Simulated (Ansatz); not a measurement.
NaH, DFT, PBEsol, all-electron PAW with datasets made for the crystal, scalar-relativistic (Ansatz 0.2.0), run on 1 thread of Arm Neoverse V1 on a shared host.

The cell is COD entry 9008680, as deposited and not checked against the literature; nothing was relaxed. The listed cell was then made from it by scaling, straining or moving an atom.

Command: `ansatz run input.yaml --threads 1 --pin off --max-ram 3072MiB --backend cpu --events-out ev --progress --plain --runs-dir out`

```yaml
crystal:
  lattice:
    - [0.0, 2.44, 2.4644]
    - [2.44, 0.0, 2.4644]
    - [2.44, 2.44, 0.0]
  atoms:
    - { symbol: Na, position: [0.0, 0.0, 0.0] }
    - { symbol: H, position: [0.5, 0.5, 0.5] }
kpoints:
  mp_grid: { grid: [9, 9, 9] }
scf:
  occupations: { method: fermi_dirac, width: 0.03 }
hamiltonian:
  xc: pbesol
  pseudopotentials: { kind: all_electron, datasets: crystal }
output:
  forces: true
  stress: true
  eigenvalues: true
  efg: { contact_densities: true }
```

Question: How large is the problem that the program sets up?

Answer: 75 irreducible k-points, 137 plane waves at Γ, 9 bands.

Question: About how long does it take, and how much memory does it use?

Answer: 4 s of wall time for 7 SCF iterations, with a peak of 0.33 GiB. Times on shared machines scatter by tens of per cent.
